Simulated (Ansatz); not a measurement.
# PbS: stress in a strained cell

Aim: deform PbS (equal xx and yy strain of +2 %) and compute stress, forces and field gradients with LAPW, PAW and all-electron datasets made for the crystal.

Method: DFT PBE, scalar-relativistic, in Ansatz 0.2.0.

**1. The system as given**

It takes space group Fm-3m (No. 225, cubic). Conventional cell: a = 5.930 Å, b = 5.930 Å, c = 5.930 Å, α = 90.00°, β = 90.00°, γ = 90.00°. Pb (site symmetry m-3m) is surrounded by 6 S at 2.96 to 2.97 Å. S (site symmetry m-3m) has 6 Pb at 2.96 to 2.97 Å as nearest neighbours.

Coordinates:

```cif
data_structure
_symmetry_space_group_name_H-M 'P 1'
_symmetry_Int_Tables_number 1
_cell_length_a 4.1931
_cell_length_b 4.1931
_cell_length_c 4.1931
_cell_angle_alpha 60.000
_cell_angle_beta 60.000
_cell_angle_gamma 60.000
_cell_volume 52.13
loop_
_atom_site_label
_atom_site_type_symbol
_atom_site_fract_x
_atom_site_fract_y
_atom_site_fract_z
_atom_site_occupancy
Pb1 Pb 0.00000 0.00000 0.00000 1
S1 S 0.50000 0.50000 0.50000 1
```

Atoms are numbered in the order of the input: Pb1, S2.

**2. After the deformation**

Space group Fm-3m before, I4/mmm after.

**3. All-electron LAPW**

input.yaml reads:

```yaml
crystal:
  lattice:
    - [0.0, 3.0243, 2.965]
    - [3.0243, 0.0, 2.965]
    - [3.0243, 3.0243, 0.0]
  atoms:
    - { symbol: Pb, position: [0.0, 0.0, 0.0] }
    - { symbol: S, position: [0.5, 0.5, 0.5] }
kpoints:
  mp_grid: { grid: [8, 8, 8] }
  band_path:
    path:
      - [0.0, 0.0, 0.0]
      - [0.0, 0.5, 0.5]
      - [0.25, 0.75, 0.5]
      - [0.0, 0.5, 0.0]
      - [0.0, 0.0, 0.0]
      - [0.5, 0.5, 0.0]
      - [0.38005, 0.61995, 0.0]
      - [-0.38005, 0.38005, 0.0]
      - [0.0, 0.0, 0.0]
    npoints: 5
scf:
  occupations: { method: fermi_dirac, width: 0.01 }
hamiltonian:
  xc: pbe
  pseudopotentials: { kind: all_electron, lapw: { basis_error: 0.0005 } }
output:
  forces: true
  stress: true
  eigenvalues: true
```

On the command line:

```sh
$ ansatz run input.yaml --threads 1 --pin off --max-ram 3072MiB --backend cpu --events-out ev --progress --plain --runs-dir out
```

**4. Frozen-core PAW**

input.yaml reads:

```yaml
crystal:
  lattice:
    - [0.0, 3.0243, 2.965]
    - [3.0243, 0.0, 2.965]
    - [3.0243, 3.0243, 0.0]
  atoms:
    - { symbol: Pb, position: [0.0, 0.0, 0.0] }
    - { symbol: S, position: [0.5, 0.5, 0.5] }
kpoints:
  mp_grid: { grid: [8, 8, 8] }
scf:
  occupations: { method: fermi_dirac, width: 0.01 }
hamiltonian:
  xc: pbe
  pseudopotentials: { kind: paw }
output:
  forces: true
  stress: true
  eigenvalues: true
  efg: { contact_densities: true }
```

**5. Datasets made for this crystal**

Changes to input.yaml since step 4:

```diff
@@ -14,3 +14,3 @@
   xc: pbe
-  pseudopotentials: { kind: paw }
+  pseudopotentials: { kind: all_electron, datasets: crystal }
 output:
```

(Steps that only read results are left out.)

**Question.** What will these runs give? Wanted: pressure; largest shear or deviatoric stress.

As calculated:

| quantity | value |
| --- | --- |
| pressure | LAPW 0.06, PAW 0.05, crystal datasets 0.06 GPa |
| largest shear or deviatoric stress (LAPW) | 1.48 GPa |

The largest part of the stress beyond the pressure is 1.48 GPa in size, in the zz component; the atoms are carried along and not relaxed. No run of the undeformed cell stands beside it, so the pressure holds what the given cell had before the change. PAW: stress within 0.01 GPa of LAPW. Crystal datasets: stress within 0.01 GPa of LAPW. Spin-orbit coupling is left out, though the cell holds Pb; in elements this heavy it can shift bands and gaps by tenths of an eV.

The gaps are Kohn-Sham values of a semilocal functional, not quasiparticle or optical gaps. Such gaps usually fall short of the measured ones; spin-orbit coupling, left out here, narrows gaps with Pb, so the two errors partly cancel.
